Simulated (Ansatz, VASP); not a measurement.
One calculation of Cu, two programs

Contents of INCAR:

```
PREC     = Accurate       # precision mode
ENCUT    = 520            # plane-wave cutoff, eV
EDIFF    = 1E-6           # SCF threshold, eV
ISMEAR   = 0              # smearing method
SIGMA    = 0.15           # smearing width, eV
LREAL    = F              # projectors in reciprocal space
LASPH    = T              # aspherical terms in the spheres
NELM     = 100            # most SCF steps
ALGO     = Normal         # electronic algorithm
ISIF     = 2              # what is computed and relaxed
LWAVE    = F              # write WAVECAR
LCHARG   = F              # write CHGCAR
GGA      = PE             # functional
NBANDS   = 42             # bands
```

Contents of KPOINTS:

```
regular mesh
0
Gamma
  26 26 5
```

The input POSCAR:

```
Cu
1.0
   -2.5680103729      0.0000000000      0.0000000000
   -1.2840051864     -2.2239622201      0.0000000000
    0.0000000000      0.0000000000     14.0805844728
Cu
6
Direct
    0.3333333333      0.3333333333      0.8190293615
    0.3333333333      0.3333333333      0.2233824740
    0.3333333333      0.3333333333      0.5212059177
    0.6666666667      0.6666666667      0.0744707521
    0.6666666667      0.6666666667      0.3722941959
    0.6666666667      0.6666666667      0.6701176396
```

Input for Ansatz:

```yaml
crystal:
  lattice:
    - [-2.5680103729, 0.0, 0.0]
    - [-1.2840051864, -2.2239622201, 0.0]
    - [0.0, 0.0, 14.0805844728]
  atoms:
    - { symbol: Cu, position: [0.3333333333, 0.3333333333, 0.8190293615] }
    - { symbol: Cu, position: [0.3333333333, 0.3333333333, 0.223382474] }
    - { symbol: Cu, position: [0.3333333333, 0.3333333333, 0.5212059177] }
    - { symbol: Cu, position: [0.6666666667, 0.6666666667, 0.0744707521] }
    - { symbol: Cu, position: [0.6666666667, 0.6666666667, 0.3722941959] }
    - { symbol: Cu, position: [0.6666666667, 0.6666666667, 0.6701176396] }
basis:
  ecutwfc: 420
kpoints:
  mp_grid: { grid: [26, 26, 5] }
hamiltonian:
  xc: pbe
scf:
  occupations: { method: gaussian, width: 0.15 }
output:
  forces: true
  stress: true
  eigenvalues: true
  write_density: true
  write_potential: true
  elf: true
  volumetric_format: npy
```

Alike in both runs: task single point; functional PBE; k mesh 26 × 26 × 5; occupations gaussian, width 0.15 eV; no spin polarisation.

|  | VASP | Ansatz |
| --- | --- | --- |
| version | VASP 6.6.1 | Ansatz 0.2.0 |
| potentials or method | VASP PAW PBE potentials, release 64 (Cu) | scalar-relativistic, plane waves, PAW |
| plane-wave cutoff (eV) | 520 | 420 |
| valence electrons in the cell | 66 | 114 |

```tsv
	VASP	Ansatz	Ansatz less VASP
gap on the k mesh at the Fermi level (eV)	none	none	-
pressure (GPa)	-1.9	-2.5	-0.58
largest component of the traceless stress (GPa)	0.29	0.20	-0.091
rms of the force components (eV/Å)	0.077	0.072	-0.0051
```

Atom by atom the forces differ by 0.005 eV/Å (rms over components). A gap of «none» marks a metal or a gap that the smearing closes. With one functional, cell and mesh, what is left measures potentials, basis and numerics. The two sets of potentials don't hold the same shells in valence.
